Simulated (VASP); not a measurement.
Set up this calculation in VASP 6.6.1, as the native input.

- Task: relaxation of cell and atoms
- Functional: PBEsol
- Potentials or basis: VASP PAW PBE potentials, release 64 (Te, Sn_d)
- Cutoff: 600 eV
- k mesh: 6 × 6 × 6
- Occupations: gaussian, width 0.02 eV
- Spin: no spin polarisation
- Ladder: gaps
- Further INCAR settings: ALGO = Fast; EDIFF = 1e-06; IBRION = 2; EDIFFG = -0.005; NSW = 40; ISIF = 3

The structure of SnTe lies in POSCAR:

```
SnTe
1.0
    0.0000000000      3.1508500000      3.1508500000
    3.1508500000      0.0000000000      3.1508500000
    3.1508500000      3.1508500000      0.0000000000
Te Sn
1 1
Direct
    0.5000000000      0.5000000000      0.5000000000
    0.0000000000      0.0000000000      0.0000000000
```

The input as run:

INCAR

```
ALGO = Fast
EDIFF = 1E-6
EDIFFG = -0.005
ENCUT = 600
GGA = PS
IBRION = 2
ISIF = 3
ISMEAR = 0
LASPH = True
LCHARG = False
LREAL = False
LWAVE = False
NELM = 60
NSW = 40
PREC = Accurate
SIGMA = 0.02
```

KPOINTS

```
k-points
0
Gamma
  6 6 6
```

Potentials or basis: VASP PAW PBE potentials, release 64 (Te, Sn_d).

The run is started by

```sh
$ cat potpaw_PBE.64/Te/POTCAR potpaw_PBE.64/Sn_d/POTCAR > POTCAR
$ mpirun -np 1 vasp_std > vasp.out
```

Results of the run:

| Item | Value |
| --- | --- |
| Relaxed volume | 31.06 Å³/atom |
| Relaxed cell | a = 4.445 Å, b = 4.445 Å, c = 4.445 Å, α = 60.00°, β = 60.00°, γ = 60.00° |
| Space group after relaxing (to 0.05 Å) | Fm-3m (No. 225) |
| Energy gained by relaxing | 0.2 meV/atom |
| Ionic steps | 5 |
| Pressure after relaxing | 0.0 GPa |
| Band gap on the k mesh | 0.16 eV, direct |

Caveat: the PAW data sets were made with another functional, which shifts forces and pressure a little; spin-orbit coupling is left out, which moves the levels of the heavy elements.

Run time: 44 s on 1 thread of Intel(R) Xeon(R) Platinum 8488C (Sapphire Rapids) (shared host), peak memory 0.21 GiB.
